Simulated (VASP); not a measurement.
Here is a VASP 6.6.1 calculation.

File INCAR:

```
  PREC = Accurate
  ENCUT = 600
  EDIFF = 1E-7
  ISMEAR = -1
  SIGMA = 0.08
  LREAL = F
  LASPH = T
  NELM = 100
  ALGO = Fast
  ISIF = 3
  LWAVE = F
  LCHARG = F
  GGA = PE
  IBRION = 2
  NSW = 100
  EDIFFG = -0.005
```

The input KPOINTS:

```
Automatic mesh
0
Gamma
  9 9 9
```

Contents of POSCAR:

```
Mg
1.0
    0.0000000000      3.2195088072      3.2195088072
    3.2195088072      0.0000000000      3.2195088072
    3.2195088072      3.2195088072      0.0000000000
Mg
2
Direct
    0.0000000000      0.0000000000      0.0000000000
    0.2500000000      0.2500000000      0.2500000000
```

Potentials or basis: VASP PAW PBE potentials, release 64 (Mg).

Run with:

```sh
$ cat potpaw_PBE.64/Mg/POTCAR > POTCAR
$ mpirun -np 1 vasp_std > vasp.out
```

(1) Estimate the band gap on the k mesh.

(2) Predict the relaxed cell.

(3) Predict the relaxed volume.

(4) What does it give for the space group after relaxing (to 0.05 Å)?

Answers

(1) none (metal or under the smearing width).

(2) a = 4.853 Å, b = 4.853 Å, c = 4.853 Å, α = 60.00°, β = 60.00°, γ = 60.00°.

(3) 40.41 Å³/atom.

(4) Fd-3m (No. 227).

Caveat: the volume moved by over 15 % at a fixed basis, so the end points are rough.
